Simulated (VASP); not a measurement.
# In in VASP: convergence with ENCUT

Crystal: In.

```xyz
2
Lattice="3.3355 0.0000 0.0000 -1.6677 2.8886 0.0000 0.0000 0.0000 5.5091" Properties=species:S:1:pos:R:3 pbc="T T T"
In    1.6836    0.9651    4.1298
In   -0.0064    1.9191    1.3842
```

This isn't the form of In at room conditions, which is tetragonal.

The cell isn't the ideal one: atoms moved at random, drawn with an rms of 0.02 Å.

- Program: VASP 6.6.1
- Task: single point
- Functional: LDA
- Potentials or basis: VASP PAW LDA potentials, release 64 (In_d)
- Cutoff: 200 eV
- k mesh: 7 × 7 × 4
- Occupations: methfessel-paxton, width 0.1 eV
- Spin: no spin polarisation

These are the settings of the first run; the series varies ENCUT, with any setting tied to it.

Hardware: 1 thread of Intel(R) Xeon(R) Platinum 8375C CPU @ 2.90GHz (Ice Lake) (shared host).

| ENCUT | energy less the tightest run, at zero smearing (meV/atom) | SCF cycles | CPU time (s) | peak memory (GiB) |
| --- | --- | --- | --- | --- |
| 200 eV | 110.79 | 15 | 13 | 0.12 |
| 250 eV | -0.22 | 16 | 23 | 0.13 |
| 300 eV | 0.13 | 16 | 29 | 0.14 |
| 350 eV | 1.23 | 21 | 43 | 0.15 |
| 400 eV | 0.01 | 21 | 52 | 0.17 |
| 450 eV | -0.24 | 20 | 59 | 0.18 |
| 500 eV | -0.01 | 21 | 69 | 0.19 |
| 600 eV | 0.01 | 25 | 150 | 0.22 |
| 800 eV | 0.00 | 18 | 140 | 0.29 |

Against the tightest run, the energy stays within 1 meV/atom from 400 eV on. The tightest run that finished is the yardstick and may itself not be fully converged.
